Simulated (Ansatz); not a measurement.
**WC: stress in a strained cell**

Aim: deform WC (equal xy, yz and zx engineering shear strains of -1 %) and compute stress, forces and field gradients with LAPW and PAW.

Program: Ansatz 0.2.0. Level of theory: DFT PBE, scalar-relativistic. These are calculated values, not measurements.

2 further runs of the same task are left out: 2 that didn't finish.

## (1) The starting structure

Symmetry: P-6m2, No. 187, hexagonal system. The conventional cell has a = 2.901 Å, b = 2.901 Å, c = 2.829 Å, α = 90.00°, β = 90.00°, γ = 120.00°. W (site symmetry -6m2) is surrounded by 6 C at 2.19 Å. C (site symmetry -6m2) has 6 W at 2.19 Å as nearest neighbours.

Structure file:

```cif
data_structure
_symmetry_space_group_name_H-M 'P 1'
_symmetry_Int_Tables_number 1
_cell_length_a 2.9005
_cell_length_b 2.9005
_cell_length_c 2.8290
_cell_angle_alpha 90.000
_cell_angle_beta 90.000
_cell_angle_gamma 120.000
_cell_volume 20.61
loop_
_atom_site_label
_atom_site_type_symbol
_atom_site_fract_x
_atom_site_fract_y
_atom_site_fract_z
_atom_site_occupancy
W1 W 0.00000 0.00000 0.00000 1
C1 C 0.66667 0.33333 0.50000 1
```

Atoms are numbered in the order of the input: W1, C2.

## (2) The deformed structure

Space group P-6m2 before, P1 after.

## (3) All-electron LAPW

The input, input.yaml:

```yaml
crystal:
  lattice:
    - [2.900501436, -0.0145025072, -0.0145025072]
    - [-1.4628102576, 2.5191591809, -0.0053082861]
    - [-0.014145, -0.014145, 2.829]
  atoms:
    - { symbol: W, position: [0.0, 0.0, 0.0] }
    - { symbol: C, position: [0.6666666667, 0.3333333333, 0.5] }
kpoints:
  mp_grid: { grid: [13, 13, 12] }
  band_path:
    path:
      - [0.0, 0.0, 0.0]
      - [0.0, 0.0, 0.5]
      - [-0.5, 0.5, 0.0]
      - [0.0, 0.0, 0.0]
      - [0.0, -0.5, 0.0]
      - [-0.5, 0.0, 0.5]
      - [0.0, 0.0, 0.0]
      - [-0.5, 0.0, 0.0]
      - [0.0, -0.5, 0.5]
    npoints: 5
scf:
  occupations: { method: fermi_dirac, width: 0.05 }
hamiltonian:
  xc: pbe
  pseudopotentials: { kind: all_electron, lapw: { basis_error: 0.001 } }
output:
  forces: true
  stress: true
  eigenvalues: true
```

Started as:

```bash
> ansatz run input.yaml --threads 1 --pin off --max-ram 3072MiB --backend cpu --events-out ev --progress --plain --runs-dir out
```

## (4) Frozen-core PAW

The input, input.yaml:

```yaml
crystal:
  lattice:
    - [2.900501436, -0.0145025072, -0.0145025072]
    - [-1.4628102576, 2.5191591809, -0.0053082861]
    - [-0.014145, -0.014145, 2.829]
  atoms:
    - { symbol: W, position: [0.0, 0.0, 0.0] }
    - { symbol: C, position: [0.6666666667, 0.3333333333, 0.5] }
kpoints:
  mp_grid: { grid: [13, 13, 12] }
scf:
  occupations: { method: fermi_dirac, width: 0.05 }
hamiltonian:
  xc: pbe
  pseudopotentials: { kind: paw }
output:
  forces: true
  stress: true
  eigenvalues: true
  efg: { contact_densities: true }
```

(Steps that only read results are left out.)

Before running it: what results should come out? Wanted: pressure; largest shear or deviatoric stress.

As calculated:

| quantity | value |
| --- | --- |
| pressure | LAPW 8.60, PAW 8.51 GPa |
| largest shear or deviatoric stress (LAPW) | 3.24 GPa |

**Reading.** The largest part of the stress beyond the pressure is 3.24 GPa in size; the atoms are carried along and not relaxed. No run of the undeformed cell stands beside it, so the pressure holds what the given cell had before the change. PAW: stress within 0.09 GPa of LAPW, forces within 1 meV/Å. Spin-orbit coupling is left out, though the cell holds W; in elements this heavy it can shift bands and gaps by tenths of an eV.
